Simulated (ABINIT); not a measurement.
BN, 4 atoms in the cell. It takes space group P6_3/mmc (No. 194, hexagonal). The conventional cell has a = 2.498 Å, b = 2.498 Å, c = 6.636 Å, α = 90.00°, β = 90.00°, γ = 120.00°. N (site symmetry -6m2) has 3 B at 1.44 Å as nearest neighbours. Around B (site symmetry -6m2) lie 3 N at 1.44 Å. 

- Program: ABINIT 10.8.3 (patched build)
- Task: single point
- Functional: PBE
- Potentials or basis: JTH PAW PBE v2.0
- Cutoff: 707 eV
- k mesh: 7 × 7 × 2
- Occupations: fermi-dirac, width 0.05 eV
- Spin: no spin polarisation
- Fine-grid cutoff: 1306.15 eV
- Exchange and correlation inside the PAW spheres: full angular mesh (pawxcdev 0, this build's default; the released program takes 1)

Potentials or basis: JTH PAW PBE v2.0.

Command:

```bash
$ abinit run.abi > log 2>&1
```

Hardware: 1 thread of Arm Neoverse V2, with other jobs on the host.

Problem. How long does it take, and how much memory?

Solution. It took 11 s on 1 thread of Arm Neoverse V2, on a shared host, peak memory 0.11 GiB. Counts: scf iterations 11, mpi ranks 1, k points 16, bands 12, plane waves 1561.
